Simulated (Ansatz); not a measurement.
The system is ZnS (Wurtzite-2H).

```
CELL_PARAMETERS angstrom
3.81100 0.00000 0.00000
-1.90550 3.30042 0.00000
0.00000 0.00000 6.23400
ATOMIC_POSITIONS crystal
Zn 0.66667 0.33333 0.50000
Zn 0.33333 0.66667 0.00000
S 0.66667 0.33333 0.88500
S 0.33333 0.66667 0.38500
```

| Quantity | Value |
| --- | --- |
| Program | Ansatz 0.2.0 |
| Task | relaxation of cell and atoms |
| Functional | RPBE |
| Dispersion | D3(BJ) |
| Potentials or basis | Ansatz PAW |
| Cutoff | 420 eV (not typed: the program's choice for these potentials) |
| k mesh | 8 × 8 × 5 |
| Occupations | fermi-dirac, width 0.05 eV |
| Spin | no spin polarisation |

At the start: volume 19.60 Å³/atom.

How do energy, volume and symmetry change on relaxing?

It ends after 6 steps and the volume is 18.13 Å³/atom (-7.5 %); space group P6_3mc (No. 186, to 0.05 Å).

The path:
```tsv
step	energy change (eV)	largest force (eV/Å)	volume (Å³)
1	0.0000	0.3333	78.41
2	-0.1042	0.2229	74.97
3	-0.1320	0.0238	72.03
4	-0.1345	0.0151	72.53
5	-0.1346	0.0004	72.52
6	-0.1314	0.0005	72.52
```

Final structure:
```yaml
crystal:
  lattice:
    - [3.71223, 0.00000, 0.00000]
    - [-1.85611, 3.21489, 0.00000]
    - [0.00000, 0.00000, 6.07639]
  atoms:
    - { symbol: Zn, position: [0.66667, 0.33333, 0.50511] }
    - { symbol: Zn, position: [0.33333, 0.66667, 0.00511] }
    - { symbol: S, position: [0.66667, 0.33333, 0.87989] }
    - { symbol: S, position: [0.33333, 0.66667, 0.37989] }
```

Caveat: the plane-wave basis is chosen anew once the cell has moved, so the energies of steps on either side of that aren't comparable; the PAW data sets come from PBE, with cores solved anew for the run's functional, which leaves a small shift of forces and pressure.
